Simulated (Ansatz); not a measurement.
# O: the cost of one run

Method: DFT PBEsol, scalar-relativistic, plane waves, PAW, in Ansatz 0.2.0.

2 further runs of the same task are left out: 2 set aside as unsound or not needed. Runs told in other sessions of the task aren't counted.

## 1. The system as given

It takes space group P3_121 (No. 152, trigonal). The conventional cell has a = 4.042 Å, b = 4.042 Å, c = 5.118 Å, α = 90.00°, β = 90.00°, γ = 120.00°. Around Se (site symmetry 2) lie 2 Se at 2.44 Å.

Structure file:

```cif
data_structure
_symmetry_space_group_name_H-M 'P 1'
_symmetry_Int_Tables_number 1
_cell_length_a 4.0415
_cell_length_b 4.0415
_cell_length_c 5.1179
_cell_angle_alpha 90.000
_cell_angle_beta 90.000
_cell_angle_gamma 120.000
_cell_volume 72.40
loop_
_atom_site_label
_atom_site_type_symbol
_atom_site_fract_x
_atom_site_fract_y
_atom_site_fract_z
_atom_site_occupancy
Se1 Se 0.24864 0.00000 0.33333 1
Se2 Se 0.00000 0.24864 0.66667 1
Se3 Se 0.75136 0.75136 0.00000 1
```

This cell was relaxed beforehand with the same method: volume 24.13 Å³/atom, gap on the mesh 0.46 eV.

## 2. Swap Se → O

O starts from the relaxed positions of Se, with all lengths scaled by 0.689, a guess from tabulated radii.

## 3. Probe: one point at the start (O)

input.yaml

```yaml
crystal:
  lattice:
    - [2.7840893479, 0.0, 0.0]
    - [-1.3920446739, 2.4110921017, 0.0]
    - [0.0, 0.0, 3.5255765068]
  atoms:
    - { symbol: O, position: [0.2486416236, 0.0, 0.3333333333] }
    - { symbol: O, position: [0.0, 0.2486416236, 0.6666666667] }
    - { symbol: O, position: [0.7513583764, 0.7513583764, 0.0] }
basis:
  ecutwfc: 420
kpoints:
  mp_grid: { grid: [6, 6, 6] }
hamiltonian:
  xc: pbesol
scf:
  occupations: { method: gaussian, width: 0.1 }
output:
  forces: true
  stress: true
  eigenvalues: true
```

Command:

```bash
$ ansatz run input.yaml --threads 1 --pin off --max-ram 2560MiB --backend cpu --events-out ev --progress --plain --runs-dir out
```

**Question.** How long does this run take on 1 thread of Arm Neoverse V1, shared host, and how much memory does it need?

About 1.1 s, with a peak of 0.25 GiB.
